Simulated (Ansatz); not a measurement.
# Ti: the cost of one run

Program: Ansatz 0.2.0. Level of theory: DFT PBE, scalar-relativistic, plane waves, PAW. These are calculated values, not measurements.

**1. The starting structure**

It takes space group Im-3m (No. 229, cubic). Conventional cell: a = 3.255 Å, b = 3.255 Å, c = 3.255 Å, α = 90.00°, β = 90.00°, γ = 90.00°. Ti (site symmetry m-3m) is surrounded by 8 Ti at 2.82 Å.

Structure file:

```xyz
1
Lattice="-1.6276 1.6276 1.6276 1.6276 -1.6276 1.6276 1.6276 1.6276 -1.6276" Properties=species:S:1:pos:R:3 pbc="T T T"
Ti    0.0000    0.0000    0.0000
```

This cell was relaxed beforehand with the same method: volume 17.25 Å³/atom, gap on the mesh none (metal).

**2. Plan of the line**

The energy is mapped over two homogeneous strains (x along [1 0 0], y along [0 1 0], z along [0 0 1] of the conventional cell).

First coordinate, engineering shear strain xy: 7 values from −22.0 %. Second coordinate, normal strain along z: 7 values from −15 to 15 %.

Nothing else is relaxed (symmetry fixes all fractional coordinates). Energies count from the relaxed crystal. Points are written as (first, second).

**3. Point (0.0 %, −15 %)**

File input.yaml:

```yaml
crystal:
  lattice:
    - [-1.6276186075, 1.6276186075, 1.3834758164]
    - [1.6276186075, -1.6276186075, 1.3834758164]
    - [1.6276186075, 1.6276186075, -1.3834758164]
  atoms:
    - { symbol: Ti, position: [0.0, 0.0, 0.0] }
basis:
  ecutwfc: 520.0
kpoints:
  mp_grid: { grid: [20, 20, 20] }
hamiltonian:
  xc: pbe
  pseudopotentials: { kind: paw, azcp: { folder: soft_1 } }
scf:
  occupations: { method: gaussian, width: 0.15 }
output:
  forces: true
  stress: true
  eigenvalues: true
```

Started as:

```sh
> ansatz run input.yaml --threads 1 --pin off --max-ram 2048MiB --backend cpu --events-out ev --progress --plain --runs-dir out
```

Q: Estimate wall time and peak memory on 1 thread of Arm Neoverse N1, shared host.

About 13 s, with a peak of 0.4 GiB.
